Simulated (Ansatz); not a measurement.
**Na (P6_3/mmc)**

These are results of Ansatz, DFT r2SCAN, scalar-relativistic, plane waves, PAW, not measurements.

Cutoff 500 eV; k points 15×15×8 on the computed 2-atom cell (Γ-centred); Gaussian smearing, width 0.10 eV; no spin polarisation.

The structure is relaxed at this level of theory with its symmetry kept. This form isn't the element's structure at ambient conditions.

```
CELL_PARAMETERS angstrom
3.76700 0.00000 0.00000
-1.88350 3.26232 0.00000
0.00000 0.00000 6.15400
ATOMIC_POSITIONS crystal
Na 0.33333 0.66667 0.25000
Na 0.66667 0.33333 0.75000
```

| Quantity | Value |
| --- | --- |
| Space group | P6_3/mmc (No. 194) |
| Volume per atom | 37.81 Å³ |
| Formation energy from the elements' standard states (uncorrected) | +0.001 eV/atom |
| Generalised Kohn–Sham band gap | none (metal) |
| Density of states at the Fermi level | 0.93 states/eV per cell |
| Löwdin character within 0.5 eV of the Fermi level | Na 3s 80 %, unprojected 20 % |
| Bulk modulus | 7.6 GPa |
| Its pressure derivative | 3.6 |